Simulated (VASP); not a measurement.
# KF (Fm-3m) in VASP: single point with PBE0

Aim: the single point of KF with PBE0.

Program: VASP 6.6.1. These are calculated values, not measurements. Logs are shortened: lines on timing, memory, paths and dates and some standing lists are left out, and cuts for length are marked.

**1. The crystal as given**

The structure is cubic, space group Fm-3m (No. 225). The conventional cell has a = 5.309 Å, b = 5.309 Å, c = 5.309 Å, α = 90.00°, β = 90.00°, γ = 90.00°. K (site symmetry m-3m) has 6 F at 2.65 Å as nearest neighbours. F (site symmetry m-3m) has 6 K at 2.65 Å as nearest neighbours.

The cell is a database's computed one.

**2. Single point, PBE0**

Contents of POSCAR:

```
KF
1.0
    0.0000000000      2.6544100000      2.6544100000
    2.6544100000      0.0000000000      2.6544100000
    2.6544100000      2.6544100000      0.0000000000
K F
1 1
Direct
    0.0000000000      0.0000000000      0.0000000000
    0.5000000000      0.5000000000      0.5000000000
```

Contents of INCAR.step1:

```
PREC = Accurate
ENCUT = 520
EDIFF = 1E-5
ISMEAR = 0
SIGMA = 0.02
LREAL = F
LASPH = T
NELM = 100
ALGO = Normal
ISIF = 2
LWAVE = T
LCHARG = F
GGA = PE
```

Contents of INCAR.step2:

```
PREC = Accurate
ENCUT = 520
EDIFF = 1E-6
ISMEAR = 0
SIGMA = 0.02
LREAL = F
LASPH = T
NELM = 100
ALGO = Normal
ISIF = 2
LWAVE = F
LCHARG = F
GGA = PE
LHFCALC = T
AEXX = 0.25
PRECFOCK = Fast
HFRCUT = -1
ISTART = 1
```

Contents of KPOINTS:

```
regular mesh
0
Gamma
  6 6 6
```

Potentials or basis: VASP PAW PBE potentials, release 64 (K_sv, F).

Launch:

```console
$ cat potpaw_PBE.64/K_sv/POTCAR potpaw_PBE.64/F/POTCAR > POTCAR
$ cp INCAR.step1 INCAR
$ mpirun -np 1 vasp_std > vasp.out
$ cp INCAR.step2 INCAR
$ mpirun -np 1 vasp_std > vasp.out
```

OUTCAR:

```text
PREC = Accurate
   ENCUT = 520
   EDIFF = 1E-6
   ISMEAR = 0
   LREAL = F
   LASPH = T
   NELM = 100
   ISIF = 2
   GGA = PE
   LHFCALC = T
   AEXX = 0.25
   PRECFOCK = Fast
   ISTART = 1

 ion  position               nearest neighbor table
   1  0.000  0.000  0.000-   2 2.65   2 2.65   2 2.65   2 2.65   2 2.65   2 2.65
   2  0.500  0.500  0.500-   1 2.65   1 2.65   1 2.65   1 2.65   1 2.65   1 2.65

  LATTYP: Found a face centered cubic cell.
 ALAT       =     5.3088200000

  Lattice vectors:

 A1 = (   0.0000000000,   2.6544100000,   2.6544100000)
 A2 = (   2.6544100000,   0.0000000000,   2.6544100000)
 A3 = (   2.6544100000,   2.6544100000,   0.0000000000)

Analysis of symmetry for initial positions (statically):
=====================================================================
 Subroutine PRICEL returns:
 Original cell was already a primitive cell.

 Routine SETGRP: Setting up the symmetry group for a
 face centered cubic supercell.

 Subroutine GETGRP returns: Found 48 space group operations
 (whereof 48 operations were pure point group operations)
 out of a pool of 48 trial point group operations.

The static configuration has the point symmetry O_h .

Analysis of symmetry for dynamics (positions and initial velocities):
=====================================================================
 Subroutine PRICEL returns:
 Original cell was already a primitive cell.

 Routine SETGRP: Setting up the symmetry group for a
 face centered cubic supercell.

 Subroutine GETGRP returns: Found 48 space group operations
 (whereof 48 operations were pure point group operations)
 out of a pool of 48 trial point group operations.

The dynamic configuration has the point symmetry O_h .

 Subroutine INISYM returns: Found 48 space group operations
 (whereof 48 operations are pure point group operations),
 and found     1 'primitive' translations

----------------------------------------------------------------------------------------

                                     Primitive cell

  volume of cell :      37.4054

  direct lattice vectors                    reciprocal lattice vectors
     0.000000000  2.654410000  2.654410000    -0.188365776  0.188365776  0.188365776
     2.654410000  0.000000000  2.654410000     0.188365776 -0.188365776  0.188365776
     2.654410000  2.654410000  0.000000000     0.188365776  0.188365776 -0.188365776

  length of vectors
     3.753902622  3.753902622  3.753902622     0.326259095  0.326259095  0.326259095

  position of ions in fractional coordinates (direct lattice)
     0.000000000  0.000000000  0.000000000
     0.500000000  0.500000000  0.500000000

  ion indices of the primitive-cell ions
   primitive index   ion index
                 1           1
                 2           2

----------------------------------------------------------------------------------------

 KPOINTS: regular mesh

Automatic generation of k-mesh.
 Grid dimensions read from file:
 generate k-points for:    6    6    6

 Generating k-lattice:

  Cartesian coordinates                     Fractional coordinates (reciprocal lattice)
    -0.031394296  0.031394296  0.031394296     0.166666667  0.000000000  0.000000000
     0.031394296 -0.031394296  0.031394296     0.000000000  0.166666667  0.000000000
     0.031394296  0.031394296 -0.031394296     0.000000000  0.000000000  0.166666667

  Length of vectors
     0.054376516  0.054376516  0.054376516

  Shift w.r.t. Gamma in fractional coordinates (k-lattice)
     0.000000000  0.000000000  0.000000000

 Subroutine IBZKPT returns following result:
 ===========================================

 Found     16 irreducible k-points:

 Following reciprocal coordinates:
            Coordinates               Weight
  0.000000  0.000000  0.000000      1.000000
  0.166667  0.000000  0.000000      8.000000
  0.333333  0.000000  0.000000      8.000000
  0.500000  0.000000  0.000000      4.000000
  0.166667  0.166667  0.000000      6.000000
  0.333333  0.166667  0.000000     24.000000
[... 8 lines left out ...]
 -0.333333  0.333333  0.166667     24.000000
 -0.333333  0.500000  0.166667     12.000000
   k-points           NKPTS =     16   k-points in BZ     NKDIM =    216   number of bands    NBANDS=     12
   number of dos      NEDOS =    301   number of ions     NIONS =      2
   total plane-waves  NPLWV =  21952
   dimension x,y,z NGX =    28 NGY =   28 NGZ =   28
   dimension x,y,z NGXF=    56 NGYF=   56 NGZF=   56
   ions per type =               1   1
   NGX,Y,Z   is equivalent  to a cutoff of  12.40, 12.40, 12.40 a.u.
   NGXF,Y,Z  is equivalent  to a cutoff of  24.80, 24.80, 24.80 a.u.
 SYSTEM =  unknown system
   PREC   = accura    normal or accurate (medium, high low for compatibility)
   ISTART =      1    job   : 0-new  1-cont  2-samecut
   ICHARG =      0    charge: 1-file 2-atom 10-const
   ISPIN  =      1    spin polarized calculation?
   LNONCOLLINEAR =      F non collinear calculations
   LSORBIT =      F    spin-orbit coupling
   LASPH  =      T    aspherical Exc in radial PAW
   ENCUT  =  520.0 eV  38.22 Ry    6.18 a.u.   6.98  6.98  6.98*2*pi/ulx,y,z
   NELM   =    100;   NELMIN=  2; NELMDL=  0     # of ELM steps
   EDIFF  = 0.1E-05   stopping-criterion for ELM
   LREAL  =      F    real-space projection
   EDIFFG = 0.1E-04   stopping-criterion for IOM
   NSW    =      0    number of steps for IOM
   IBRION =     -1    ionic relax: 0-MD 1-quasi-New 2-CG
   NFREE  =      0    steps in history (QN), initial steepest desc. (CG)
   ISIF   =      2    stress and relaxation
   ISYM   =      3    0-nonsym 1-usesym 2-fastsym
   POTIM  = 0.5000    time-step for ionic-motion
   TEBEG  =    0.0;   TEEND  =   0.0 temperature during run
   PSTRESS=    0.0 pullay stress
   NELECT =      16.0000    total number of electrons
   NUPDOWN=      -1.0000    fix difference up-down
   EMIN   =  10.00;   EMAX   =-10.00  energy-range for DOS
   EFERMI =   0.00;   METHOD = LEGACY
   ISMEAR =     0;   SIGMA  =   0.02  broadening in eV -4-tet -1-fermi 0-gaus
   EFERMI_NEDOS =   21; number of points for ismear=-14 and -15
   IALGO  =     38    algorithm
   IMIX   =      1    mixing-type and parameters
     AMIX     =   0.40;   BMIX     =  1.00
     AMIX_MAG =   1.60;   BMIX_MAG =  1.00
  volume/ion in A,a.u.               =      18.70       126.21
  Fermi-wavevector in a.u.,A,eV,Ry     =   1.233493  2.330964 20.701345  1.521506
  Thomas-Fermi vector in A             =   2.368221
   LORBIT       =      0    0 simple, 1 ext, 2 COOP (PROOUT), +10 PAW based schemes
   GGA     = PE    functional components
   LHFCALC =     T    Hartree Fock is set to
   PRECFOCK=fast      Normal, Fast or Accurate (Low or Medium for compatibility)
   ENCUT4O =  -1.0   cutoff for four orbital integrals eV
   NKREDX  =     1    reduce k-point grid by
   NKREDY  =     1    reduce k-point grid by
   NKREDZ  =     1    reduce k-point grid by
   AEXX    =    0.2500 exact exchange contribution
   HFSCREEN=    0.0000 screening length (either q_TF or 0.3 A-1)
   HFSCREENC=   0.0000 screening length for correlation (either q_TF or 0.3 A-1)
   ENCUTFOCK=  -1.0 apply spherical cutoff to Coloumb kernel
   IVDW    =     0    specifies the selected vdW correction
   LEPSILON=     F    determine dielectric tensor
   LRPA    =     F    only Hartree local field effects (RPA)
 non-spin polarized calculation
 Gauss-broadening in eV      SIGMA  =   0.02
  energy-cutoff  :      520.00
  volume of cell :       37.41
 maximum number of plane-waves:      1018
  NGX = 16; NGY = 16; NGZ = 16

 number of electron      16.0000012 magnetization

 Free energy of the ion-electron system (eV)
  ---------------------------------------------------
  ext. energy  EPLUGINS =         0.00000000
  ---------------------------------------------------
  free energy    TOTEN  =       -10.47489095 eV

  energy without entropy =      -10.47489095  energy(sigma->0) =      -10.47489095

 E-fermi :  -4.5373     XC(G=0):  -6.6262

 val. band max:       -4.7580086879   @ k =   0.0000   0.0000   0.0000
 cond. band min:       4.2900834168   @ k =   0.0000   0.0000   0.0000
 fundamental gap:      9.0480921047
 Fermi energy:        -4.5372656353

 k-point     1 :       0.0000    0.0000    0.0000
  band No.  band energies     occupation
      1     -32.3577      2.00000
      2     -24.9723      2.00000
      3     -14.2211      2.00000
      4     -14.2211      2.00000
      5     -14.2211      2.00000
      6      -4.7581      2.00000
      7      -4.7581      2.00000
      8      -4.7580      2.00000
      9       4.2901      0.00000
     10       9.1177      0.00000
     11       9.1177      0.00000
     12       9.1177      0.00000

 k-point     2 :       0.1667    0.0000    0.0000
  band No.  band energies     occupation
      1     -32.3303      2.00000
      2     -24.9973      2.00000
      3     -14.2933      2.00000
      4     -14.2295      2.00000
      5     -14.2295      2.00000
      6      -4.9914      2.00000
      7      -4.8542      2.00000
      8      -4.8541      2.00000
      9       5.0594      0.00000
     10       8.6587      0.00000
     11       9.5137      0.00000
     12       9.5137      0.00000

 k-point     3 :       0.3333    0.0000    0.0000
  band No.  band energies     occupation
      1     -32.2746      2.00000
      2     -25.0478      2.00000
      3     -14.4367      2.00000
      4     -14.2462      2.00000
      5     -14.2462      2.00000
      6      -5.3965      2.00000
      7      -5.0407      2.00000
      8      -5.0406      2.00000
      9       6.6838      0.00000
     10       8.3734      0.00000
     11      10.3290      0.00000
     12      10.3290      0.00000
[... 166 lines left out ...]
 k-point    15 :      -0.3333    0.3333    0.1667
  band No.  band energies     occupation
      1     -32.2266      2.00000
      2     -25.0371      2.00000
      3     -14.6100      2.00000
      4     -14.5589      2.00000
      5     -14.3038      2.00000
      6      -5.2577      2.00000
      7      -4.9889      2.00000
      8      -4.9631      2.00000
      9       7.8395      0.00000
     10       8.1747      0.00000
     11      10.0138      0.00000
     12      11.9347      0.00000

 k-point    16 :      -0.3333    0.5000    0.1667
  band No.  band energies     occupation
      1     -32.2209      2.00000
      2     -25.0182      2.00000
      3     -14.7513      2.00000
      4     -14.5575      2.00000
      5     -14.3468      2.00000
      6      -5.0970      2.00000
      7      -4.9349      2.00000
      8      -4.8665      2.00000
      9       7.1624      0.00000
     10       8.9432      0.00000
     11       9.4770      0.00000
     12      12.2915      0.00000

------------------------ aborting loop because EDIFF is reached ----------------------------------------

  FORCE on cell =-STRESS in cart. coord.  units (eV):
  Direction    XX          YY          ZZ          XY          YZ          ZX
  --------------------------------------------------------------------------------------
  -------------------------------------------------------------------------------------
  Total        0.2849610      0.2849610      0.2849610      0.0000000     -0.0000000      0.0000000
  in kB       12.2056805     12.2056805     12.2056805      0.0000000     -0.0000000      0.0000000
  external PRESSURE =      12.2056805 kB  Pullay stress =       0.0000000 kB

 VOLUME and BASIS-vectors are now :
 -----------------------------------------------------------------------------
  energy-cutoff  :      520.00
  volume of cell :       37.41
      direct lattice vectors                 reciprocal lattice vectors
     0.000000000  2.654410000  2.654410000    -0.188365776  0.188365776  0.188365776
     2.654410000  0.000000000  2.654410000     0.188365776 -0.188365776  0.188365776
     2.654410000  2.654410000  0.000000000     0.188365776  0.188365776 -0.188365776

 POSITION                                       TOTAL-FORCE (eV/Angst)
 -----------------------------------------------------------------------------------
      0.00000      0.00000      0.00000        -0.000000     -0.000000     -0.000000
      2.65441      2.65441      2.65441         0.000000      0.000000      0.000000
 -----------------------------------------------------------------------------------
    total drift:                                0.000000      0.000000      0.000000

  FREE ENERGIE OF THE ION-ELECTRON SYSTEM (eV)
  ---------------------------------------------------
  free  energy   TOTEN  =       -10.4748909455 eV

  energy  without entropy=      -10.4748909455  energy(sigma->0) =      -10.47489095
```

Wall time 5.2 min (1 thread of Intel Xeon Platinum 8488C (Sapphire Rapids), shared host); peak memory 0.17 GiB.

Results:

| Item | Value |
| --- | --- |
| Free energy | -10.4749 eV |
| Pressure | 1.2 GPa |
| Band gap on the k mesh | 9.05 eV, direct |

Levels at points of the mesh, in eV from the valence-band top:
```tsv
k point	band 4	band 5	band 6	band 7	band 8	band 9	band 10	band 11	band 12
(0.00, 0.00, 0.00)	-9.46	-9.46	0.00	0.00	0.00	9.05	13.88	13.88	13.88
(0.50, 0.00, 0.00)	-9.50	-9.50	-0.82	-0.37	-0.37	12.09	13.61	15.46	15.46
(0.50, 0.50, 0.00)	-9.70	-9.70	-0.19	-0.05	-0.05	11.13	13.54	14.89	17.17
```

Caveat: the PAW data sets were made with another functional, which shifts forces and pressure a little.
